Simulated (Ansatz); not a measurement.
# BN (F-43m) in Ansatz: convergence with xc grid

Aim: find how far xc grid must go before the results for BN settle, at PBE. This setting moves, with any that are tied to it; all else stays.

Everything below comes from runs of Ansatz 0.2.0. Logs are shortened: lines on timing, memory, paths and dates and some standing lists are left out, and cuts for length are marked.

### Step 1. The structure

It takes space group F-43m (No. 216, cubic). The conventional cell has a = 3.626 Å, b = 3.626 Å, c = 3.626 Å, α = 90.00°, β = 90.00°, γ = 90.00°. N (site symmetry -43m) has 4 B at 1.57 Å as nearest neighbours. Around B (site symmetry -43m) lie 4 N at 1.57 Å.

The cell is a database's computed one.

### Step 2. With xc grid 1

Input file input.yaml:

```yaml
crystal:
  lattice:
    - [0.0, 1.813001, 1.813001]
    - [1.813001, 0.0, 1.813001]
    - [1.813001, 1.813001, 0.0]
  atoms:
    - { symbol: "N", position: [0.25, 0.25, 0.25] }
    - { symbol: B, position: [0.0, 0.0, 0.0] }
hamiltonian:
  xc: pbe
  pseudopotentials: { kind: paw, source: jth }
kpoints:
  mp_grid: { grid: [11, 11, 11] }
scf:
  occupations: { method: gaussian, width: 0.05 }
output:
  forces: true
  stress: true
  eigenvalues: true
basis:
  xc_grid: 1
```

Potentials or basis: JTH PAW.

Started as:

```
$ ansatz run input.yaml --threads 2 --pin off --max-ram 5632MiB --backend cpu --events-out ev --progress --plain --runs-dir out
```

Run time: 3.6 s. Hardware: 2 threads of Intel Xeon at 2.50GHz (Skylake/Cascade Lake), shared host; peak memory 0.32 GiB.

What came out:

| Property | Result |
| --- | --- |
| Free energy | -542.2921 eV |
| Pressure | -0.5 GPa |
| Band gap on the k mesh | 4.55 eV, indirect (least direct gap 8.76 eV) |

### Step 3. With xc grid 2

input.yaml, as its differences from that of step 2:

```diff
@@ -20,2 +20,2 @@
 basis:
-  xc_grid: 1
+  xc_grid: 2
```

Potentials or basis: JTH PAW.

Started as:

```
$ ansatz run input.yaml --threads 2 --pin off --max-ram 5632MiB --backend cpu --events-out ev --progress --plain --runs-dir out
```

Wall time 3.7 s (2 threads of Intel Xeon at 2.50GHz (Skylake/Cascade Lake), shared host); peak memory 0.33 GiB.

What came out:

- Free energy: -542.2923 eV
- Pressure: -0.5 GPa
- Band gap on the k mesh: 4.55 eV, indirect (least direct gap 8.76 eV)

### Step 4. With xc grid 3

input.yaml, as its differences from that of step 3:

```diff
@@ -20,2 +20,2 @@
 basis:
-  xc_grid: 2
+  xc_grid: 3
```

Started as:

```
$ ansatz run input.yaml --threads 2 --pin off --max-ram 5632MiB --backend cpu --events-out ev --progress --plain --runs-dir out
```

It took 3.8 s on 2 threads of Intel Xeon at 2.50GHz (Skylake/Cascade Lake), shared host; peak memory 0.36 GiB.

Results (log left out):

| Quantity | Value |
| --- | --- |
| Free energy | -542.2923 eV |
| Pressure | -0.5 GPa |
| Band gap on the k mesh | 4.55 eV, indirect (least direct gap 8.76 eV) |

### Step 5. With xc grid 4

input.yaml, as its differences from that of step 4:

```diff
@@ -20,2 +20,2 @@
 basis:
-  xc_grid: 3
+  xc_grid: 4
```

Started as:

```
$ ansatz run input.yaml --threads 2 --pin off --max-ram 5632MiB --backend cpu --events-out ev --progress --plain --runs-dir out
```

It took 4.2 s on 2 threads of Intel Xeon at 2.50GHz (Skylake/Cascade Lake), shared host; peak memory 0.41 GiB.

The run converged. Its results:

| Property | Result |
| --- | --- |
| Free energy | -542.2923 eV |
| Pressure | -0.5 GPa |
| Band gap on the k mesh | 4.55 eV, indirect (least direct gap 8.76 eV) |

### Step 6. With xc grid 5

input.yaml, as its differences from that of step 5:

```diff
@@ -20,2 +20,2 @@
 basis:
-  xc_grid: 4
+  xc_grid: 5
```

Potentials or basis: JTH PAW.

Started as:

```
$ ansatz run input.yaml --threads 2 --pin off --max-ram 5632MiB --backend cpu --events-out ev --progress --plain --runs-dir out
```

Output:

```text
Warning: the checks of this N dataset prove no rule for summing its radial tables, as where they were carried onto another mesh than they were made on, and Gregory's rule is taken, under which a leading mesh point left out moves its sums only by what lay on the interval it spanned. That does not make them correct, and they differ from Quantum ESPRESSO's on this file; a re-export a fraction of a mesh step off can move them. hamiltonian.pseudopotentials.radial_quadrature: simpson_from_first_knot sums it by `pw.x`'s rule; on a PAW file no value gives `pw.x`'s numbers. What more to know: hamiltonian.pseudopotentials.radial_quadrature, in the input reference
Warning: the checks of this B dataset prove no rule for summing its radial tables, as where they were carried onto another mesh than they were made on, and Gregory's rule is taken, under which a leading mesh point left out moves its sums only by what lay on the interval it spanned. That does not make them correct, and they differ from Quantum ESPRESSO's on this file; a re-export a fraction of a mesh step off can move them. hamiltonian.pseudopotentials.radial_quadrature: simpson_from_first_knot sums it by `pw.x`'s rule; on a PAW file no value gives `pw.x`'s numbers. What more to know: hamiltonian.pseudopotentials.radial_quadrature, in the input reference
Warning: RAYON_NUM_THREADS=2 ignored (pool sized by the plan → 2); use --threads N
Engine: ansatz 0.2.0, x86_64-unknown-linux-gnu
Pseudopotentials: kind: paw
Pseudopotential: N, paw, valence charge 5, recommended cutoff 1320 eV (normal), N.paw.azcp
Pseudopotential: B, paw, valence charge 3, recommended cutoff 630 eV (normal), B.paw.azcp
Functional definition: PBE
  parameter kappa = 0.804
  parameter beta = 0.06672455060314922
  exchange = pbe_x(kappa = kappa, mu = beta*pi^2/3)
  correlation = pbe_c(beta = beta)
Crystal: 2 atoms, lattice volume = 11.919 Å³
Basis set: ecut = 1320 eV, 1291 PW (Γ), exchange–correlation on 160×160×160 points (125 copies of the dense FFT grid, shifted against one another)
Bands: 8, of which v1, the nominal top of the filled ones, is band 4 counted from 1 (3 counted from 0)
Symmetry: 24 space group operations
Space group: F-43m (ITA 216), of the structure as read, at distance tolerance 2.3e-5 Å
k-points: 56 of 1331 (time reversal used)
Non-local potential: N, projectors of the file, l = 0: 2, l = 1: 2
Non-local potential: B, projectors of the file, l = 0: 2, l = 1: 2
PAW form: soft (Blöchl's): semilocal exchange-correlation on the pseudo side does not see the compensation charge
PAW one-centre angular grid: N, 110 points (default); XC on 64 Gauss nodes
PAW one-centre angular grid: B, 110 points (default); XC on 64 Gauss nodes
Initial density: superposition of atomic densities (chi_scale 0.1, normalization cell, long waves kept (reshape's long-wave potential 0.00 eV rms))
Initial wavefunctions: pseudopotential atomic-orbital guess
Functional: x = pbe(κ = 0.804, μ = 0.2195149727645171), c = pbe(β = 0.06672455060314922)
SCF iter   1: F=—  HF=-542.888957 eV  |F-HF|=—  |Δ(HF+E_count)|=         —  Δρ=1.48e-1  dr2=2.12e0  ethr=3.10e-3  ⟨swp⟩=5.8  Hψ=4112  notcnv=0
preconditioner: auto → none  [insulator: Δε(μ)=5.798 eV  Ē_g=20.193 eV  σ=0.050 eV  W_gap=1.00  n_scr=0 (ndim 8)  ℏωp=30.4 eV  f_vac=0.000  D(μ)=0.00/eV (n_scr^D=0)  ε∞_Penn≈3.3]
SCF iter   2: F=—  HF=-542.334515 eV  |F-HF|=—  |Δ(HF+E_count)|=   5.54e-1  Δρ=6.18e-2  dr2=2.60e-1  ethr=3.10e-3  ⟨swp⟩=2.9  Hψ=1385  notcnv=0
SCF iter   3: F=—  HF=-542.291704 eV  |F-HF|=—  |Δ(HF+E_count)|=   4.28e-2  Δρ=2.22e-2  dr2=3.85e-2  ethr=3.10e-3  ⟨swp⟩=3.0  Hψ=835  notcnv=0
SCF iter   4: F=—  HF=-542.292075 eV  |F-HF|=—  |Δ(HF+E_count)|=   3.71e-4  Δρ=2.85e-3  dr2=3.57e-4  ethr=4.81e-4  ⟨swp⟩=3.0  Hψ=896  notcnv=0
SCF iter   5: F=—  HF=-542.292309 eV  |F-HF|=—  |Δ(HF+E_count)|=   2.34e-4  Δρ=2.93e-4  dr2=5.88e-6  ethr=4.46e-6  ⟨swp⟩=2.1  Hψ=675  notcnv=0
SCF iter   6: F=—  HF=-542.292321 eV  |F-HF|=—  |Δ(HF+E_count)|=   1.19e-5  Δρ=2.11e-5  dr2=1.13e-8  ethr=1.25e-9  ⟨swp⟩=4.2  Hψ=2799  notcnv=0
SCF iter   7: F=-542.292321 eV  HF=-542.292321 eV  |F-HF|=3.48e-10  |Δ(HF+E_count)|=   2.72e-8  Δρ=2.45e-6  dr2=5.41e-10  ethr=1.41e-10  ⟨swp⟩=1.8  Hψ=1454  notcnv=0
SCF 1 converged in 7 iterations: F = -542.292321 eV  dr2 = 5.41e-10
SCF converged after 7 iterations
Free energy (F): -542.292321 eV
Harris-Foulkes:  -542.292321 eV  (|F-HF|=3.48e-10)
Internal energy: -542.292321 eV  (E = F + TS)
E sigma→0 (E₀):  -542.292321 eV
Fermi energy:    13.293594 eV
--- Per-component energies (eV) ---
  E_band       = 25.475881
  E_kinetic    = 215.747678
  E_local      = -192.469575  (includes V_loc(G=0)·N_el)
  E_nonlocal   = 42.251089
  E_hartree    = 49.505714
  E_xc         = -106.327617
  E_vxc        = -128.018951  (∫ρ·V_xc dr)
  E_paw        = -193.702382  (= ΣΔE_a)
  E_vpaw       = -11.045504  (= ΣTr[D̂ρ^β])
  E_aug_tail   = 0.000012  (compensation charges beyond the density's cutoff)
  E_ewald      = -357.297240
  E_smearing   = -0.000000  (= −TS)
  E_closure    = 0.000000  (closes the sum)
  Σ components = -542.292321   (vs F -542.292321, Δ=0.00e0)
--- Forces (eV/Å), atoms counted from 1 ---
  atom   1  N     -0.00000000    -0.00000000     0.00000000
  atom   2  B      0.00000000    -0.00000000     0.00000000
  max |Σ_I F_I| component: 4.72e-16 eV/Å
--- Stress (GPa, compression-positive) ---
       -0.478400       0.000000      -0.000000
       -0.000000      -0.478400       0.000000
       -0.000000       0.000000      -0.478400
  P = ⅓ Tr σ = -0.4784 GPa (-4.784 kbar)
--- Band table (eV; the first three rows and the last of 56) ---
  k-point 0: bands = ["-9.1163", "11.0196", "11.0196", "11.0196", "19.7803", "19.7803", "19.7803", "21.2050"]
  k-point 1: bands = ["-8.9168", "9.9548", "10.8084", "10.8084", "20.0043", "20.1000", "20.1000", "21.8777"]
  k-point 2: bands = ["-8.3274", "7.5877", "10.3121", "10.3121", "20.3235", "20.8078", "20.8078", "23.3747"]
  k-point 55: bands = ["-3.3640", "3.2923", "3.7782", "5.3391", "20.2658", "24.0054", "25.3663", "26.3053"]
```

Run time: 4.9 s. Hardware: 2 threads of Intel Xeon at 2.50GHz (Skylake/Cascade Lake), shared host; peak memory 0.5 GiB.

What came out:

```
Free energy            : -542.2923 eV
Pressure               : -0.5 GPa
Band gap on the k mesh : 4.55 eV, indirect (least direct gap 8.76 eV)
```

### Step 7. The series at a glance

```
xc grid  energy less the tightest run, at zero smearing (meV/atom)  SCF cycles  CPU time (s)  peak memory (GiB)
      1                                                       0.11           7             6               0.32
      2                                                       0.04           7           6.2               0.33
      3                                                       0.00           7           6.2               0.36
      4                                                       0.00           7           6.8               0.41
      5                                                       0.00           7           8.2                0.5
```

Against the tightest run, the energy stays within 1 meV/atom from 1 on. The tightest run that finished is the yardstick and may itself not be fully converged.

Caveats: odd divisions of the mesh miss points on the zone boundary, where band edges often lie, so the gap on the mesh can be too wide.
